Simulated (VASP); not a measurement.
# SnTe (Pm-3m) in VASP: a series of runs, part 7 of 7

VASP 6.6.1. Earlier steps stand in the parts before.

### Step 107. Equation of state, r2SCAN, 28.58 Å³/atom (volume scaled by 0.96)

Input file INCAR:

```
SYSTEM = SnTe
PREC = Accurate
ENCUT = 520
EDIFF = 1E-6
ISMEAR = -1
SIGMA = 0.05
LREAL = .False.
LASPH = .True.
NELM = 100
ALGO = Normal
ISIF = 2
LWAVE = .False.
LCHARG = .False.
METAGGA = R2SCAN
LMIXTAU = .True.
```

Input file KPOINTS:

```
Automatic mesh
0
Gamma
  7 7 7
  0 0 0
```

Input file POSCAR:

```
SnTe
1.0
    3.8519273147      0.0000000000      0.0000000000
    0.0000000000      3.8519273147      0.0000000000
    0.0000000000      0.0000000000      3.8519273147
Te Sn
1 1
Direct
    0.5000000000      0.5000000000      0.5000000000
    0.0000000000      0.0000000000      0.0000000000
```

Run with:

```
$ cat potpaw_PBE.64/Te/POTCAR potpaw_PBE.64/Sn_d/POTCAR > POTCAR
$ mpirun -np 1 vasp_std > vasp.out
```

It took 50 s on 1 thread of AMD EPYC 9R45 (Zen 5), shared host; peak memory 0.15 GiB.

It converged, with:

| Item | Value |
| --- | --- |
| Free energy | -50.0646 eV |
| Pressure | 0.2 GPa |
| Band gap on the k mesh | none (metal or under the smearing width) |

Caveat: the PAW data sets were made with another functional, which shifts forces and pressure a little.

### Step 108. Equation of state, r2SCAN, 29.17 Å³/atom (volume scaled by 0.98)

Input file INCAR:

```
SYSTEM = SnTe
  PREC = Accurate
  ENCUT = 520
  EDIFF = 1E-7
  ISMEAR = -1
  SIGMA = 0.05
  LREAL = .FALSE.
  LASPH = .TRUE.
  NELM = 80
  ALGO = Normal
  ISIF = 2
  LWAVE = .FALSE.
  LCHARG = .FALSE.
  METAGGA = R2SCAN
  LMIXTAU = .TRUE.
```

Input file KPOINTS:

```
Automatic mesh
0
G
  7 7 7
  0 0 0
```

Input file POSCAR:

```
SnTe
1.0
    3.8784931701      0.0000000000      0.0000000000
    0.0000000000      3.8784931701      0.0000000000
    0.0000000000      0.0000000000      3.8784931701
Te Sn
1 1
Direct
    0.5000000000      0.5000000000      0.5000000000
    0.0000000000      0.0000000000      0.0000000000
```

Potentials or basis: VASP PAW PBE potentials, release 64 (Te, Sn_d).

Run with:

```
$ cat potpaw_PBE.64/Te/POTCAR potpaw_PBE.64/Sn_d/POTCAR > POTCAR
$ mpirun -np 1 vasp_std > vasp.out
```

Run time: 77 s. Hardware: 1 thread of AMD EPYC 9R45 (Zen 5), shared host; peak memory 0.15 GiB.

Results (log left out):

```
Free energy            : -50.0633 eV
Pressure               : -0.6 GPa
Band gap on the k mesh : none (metal or under the smearing width)
```

Caveat: the PAW data sets were made with another functional, which shifts forces and pressure a little.

### Step 109. Equation of state, r2SCAN, 30.36 Å³/atom (volume scaled by 1.02)

Input file INCAR:

```
SYSTEM = SnTe
PREC = Accurate
ENCUT = 520
EDIFF = 1E-6
ISMEAR = -1
SIGMA = 0.05
LREAL = .FALSE.
LASPH = .TRUE.
NELM = 60
ALGO = Normal
ISIF = 2
LWAVE = .FALSE.
LCHARG = .FALSE.
METAGGA = R2SCAN
LMIXTAU = .TRUE.
```

KPOINTS is that of step 108.

Input file POSCAR:

```
SnTe
1.0
    3.9305596940      0.0000000000      0.0000000000
    0.0000000000      3.9305596940      0.0000000000
    0.0000000000      0.0000000000      3.9305596940
Te Sn
1 1
Direct
    0.5000000000      0.5000000000      0.5000000000
    0.0000000000      0.0000000000      0.0000000000
```

Run with:

```
$ cat potpaw_PBE.64/Te/POTCAR potpaw_PBE.64/Sn_d/POTCAR > POTCAR
$ mpirun -np 1 vasp_std > vasp.out
```

Run time: 53 s. Hardware: 1 thread of AMD EPYC 9R45 (Zen 5), shared host; peak memory 0.15 GiB.

Results (log left out):

```yaml
Free_energy: -50.0459 eV
Pressure: -1.8 GPa
Band_gap_on_the_k_mesh: none (metal or under the smearing width)
```

Caveat: the PAW data sets were made with another functional, which shifts forces and pressure a little.

### Step 110. Equation of state, r2SCAN, 30.96 Å³/atom (volume scaled by 1.04)

Input file INCAR:

```
PREC     = Accurate       # precision mode
ENCUT    = 520            # plane-wave cutoff, eV
EDIFF    = 1E-6           # SCF threshold, eV
ISMEAR   = -1             # smearing method
SIGMA    = 0.05           # smearing width, eV
LREAL    = False          # projectors in reciprocal space
LASPH    = True           # aspherical terms in the spheres
NELM     = 60             # most SCF steps
ALGO     = Normal         # electronic algorithm
ISIF     = 2              # what is computed and relaxed
LWAVE    = False          # write WAVECAR
LCHARG   = False          # write CHGCAR
METAGGA  = R2SCAN         # meta-GGA
LMIXTAU  = True
```

Input file KPOINTS:

```
regular mesh
0
Gamma
  7 7 7
```

Input file POSCAR:

```
SnTe
1.0
    3.9560835241      0.0000000000      0.0000000000
    0.0000000000      3.9560835241      0.0000000000
    0.0000000000      0.0000000000      3.9560835241
Te Sn
1 1
Direct
    0.5000000000      0.5000000000      0.5000000000
    0.0000000000      0.0000000000      0.0000000000
```

Run with:

```
$ cat potpaw_PBE.64/Te/POTCAR potpaw_PBE.64/Sn_d/POTCAR > POTCAR
$ mpirun -np 1 vasp_std > vasp.out
```

Wall time 52 s (1 thread of AMD EPYC 9R45 (Zen 5), shared host); peak memory 0.15 GiB.

The run converged. Its results:

```
Free energy            : -50.0311 eV
Pressure               : -2.3 GPa
Band gap on the k mesh : none (metal or under the smearing width)
```

Caveat: the PAW data sets were made with another functional, which shifts forces and pressure a little.

### Step 111. Equation of state, r2SCAN, 31.55 Å³/atom (volume scaled by 1.06)

Input file INCAR:

```
SYSTEM = SnTe
ALGO = Normal ; EDIFF = 1E-6
ENCUT = 520 ; ISIF = 2
ISMEAR = -1 ; LASPH = .TRUE.
LCHARG = .FALSE. ; LMIXTAU = .TRUE.
LREAL = .FALSE. ; LWAVE = .FALSE.
METAGGA = R2SCAN ; NELM = 80
PREC = Accurate ; SIGMA = 0.05
```

Input file KPOINTS:

```
k-points
0
G
  7 7 7
  0 0 0
```

Input file POSCAR:

```
SnTe
1.0
    3.9812821877      0.0000000000      0.0000000000
    0.0000000000      3.9812821877      0.0000000000
    0.0000000000      0.0000000000      3.9812821877
Te Sn
1 1
Direct
    0.5000000000      0.5000000000      0.5000000000
    0.0000000000      0.0000000000      0.0000000000
```

Potentials or basis: VASP PAW PBE potentials, release 64 (Te, Sn_d).

Run with:

```
$ cat potpaw_PBE.64/Te/POTCAR potpaw_PBE.64/Sn_d/POTCAR > POTCAR
$ mpirun -np 1 vasp_std > vasp.out
```

Run time: 52 s. Hardware: 1 thread of AMD EPYC 9R45 (Zen 5), shared host; peak memory 0.15 GiB.

The run converged. Its results:

| Item | Value |
| --- | --- |
| Free energy | -50.0127 eV |
| Pressure | -2.8 GPa |
| Band gap on the k mesh | none (metal or under the smearing width) |

Caveat: the PAW data sets were made with another functional, which shifts forces and pressure a little.

### Step 112. Equation of state, r2SCAN

Potentials or basis: VASP PAW PBE potentials, release 64 (Te, Sn_d).

No new run: the results of the series are fitted here.

Results:

```
Equilibrium volume                      : 28.73 Å³/atom
Bulk modulus                            : 36 GPa
Pressure derivative of the bulk modulus : 5.1 (rough: it moves with the points fitted)
```

Energy against volume, from the lowest point:
| volume (Å³/atom) | energy (meV/atom) |
| --- | --- |
| 27.981 | 2.25 |
| 28.576 | 0.00 |
| 29.172 | 0.69 |
| 29.767 | 3.90 |
| 30.362 | 9.36 |
| 30.958 | 16.78 |
| 31.553 | 25.98 |

Caveat: the PAW data sets were made with another functional, which shifts forces and pressure a little. The run has no spin-orbit coupling, so splittings on Te are missing.

### Step 113. For comparison

An earlier run on the cell as given: functional PBE; potentials or basis VASP PAW PBE potentials, release 64 (Te, Sn_d); cutoff 520 eV; k mesh 7 × 7 × 7; occupations fermi-dirac, width 0.05 eV; no spin polarisation.

* Pressure: -1.1 GPa
* Band gap on the k mesh: none (metal or under the smearing width)
